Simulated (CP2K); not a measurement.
CdTe:

```
CELL_PARAMETERS angstrom
4.53255 0.00000 0.00000
2.26628 3.92531 0.00000
2.26628 1.30844 3.70082
ATOMIC_POSITIONS crystal
Te 0.75000 0.75000 0.75000
Cd 0.00000 0.00000 0.00000
```

Base run:

```yaml
Program: CP2K 2026.2
Functional: PBEsol
Potentials_or_basis: POTENTIAL_UZH Te GTH-PBE-q6, Cd GTH-PBE-q12; TZVP-MOLOPT-PBE-GTH basis
Density_cutoff: 9184 eV
k_mesh: 7 × 7 × 7
Occupations: fermi-dirac, width 0.05 eV
Spin: no spin polarisation
```

Its results: band gap on the k mesh 0.73 eV, direct; pressure 2.9 GPa.

Q: After a change of settings the same cell gave: band gap on the k mesh 0.88 eV, direct; pressure 4.9 GPa. Which change was it?
A. functional from PBEsol to LDA
B. functional from PBEsol to TASK
C. functional from PBEsol to PBE
D. functional from PBEsol to RPBE

A: C.

PBE binds less tightly than PBEsol, so the same cell stands under more pressure.

Caveats: spin-orbit coupling is left out, which moves the levels of the heavy elements; the basis of atomic orbitals isn't converged, which shifts pressures, moduli and gaps; the potentials were made for another functional, which shifts forces and pressure (some runs).
